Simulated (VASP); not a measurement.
Consider the following.

```
CELL_PARAMETERS angstrom
      4.53235     0.00000     0.00000
      0.00000     4.53235     0.00000
      0.00000     0.00000     2.99917
ATOMIC_POSITIONS crystal
  Mg 0.00000 0.00000 0.00000
  Mg 0.50000 0.50000 0.50000
  F  0.30257 0.30257 0.00000
  F  0.80257 0.19743 0.50000
  F  0.19743 0.80257 0.50000
  F  0.69743 0.69743 0.00000
```

These are LDA (Ceperley-Alder, Perdew-Zunger), VASP's LDA PAW potentials (set 64) (plane waves; VASP) values and carry that method's errors. Numerical set-up: 520 eV cut-off, 5×5×7 Γ-centred mesh, Gaussian smearing of 0.010 eV, potentials Mg F.

Task: Give the electronic dielectric tensor ε∞ (DFPT, local fields included).

Result: 
```
2.01  0.00  0.00
0.00  2.01  0.00
0.00  0.00  2.04
```

Task: Give the Born effective charges.

Result: 
| atom | Z*xx | Z*yy | Z*zz | mean |
|---|---|---|---|---|
| Mg1 | 1.95 | 1.95 | 2.04 | 1.98 |
| Mg2 | 1.95 | 1.95 | 2.04 | 1.98 |
| F3 | -0.97 | -0.97 | -1.02 | -0.99 |
| F4 | -0.97 | -0.97 | -1.02 | -0.99 |
| F5 | -0.97 | -0.97 | -1.02 | -0.99 |
| F6 | -0.97 | -0.97 | -1.02 | -0.99 |

The compound is MgF2 in the rutile structure. It was relaxed first, which changed the volume by -5 %.
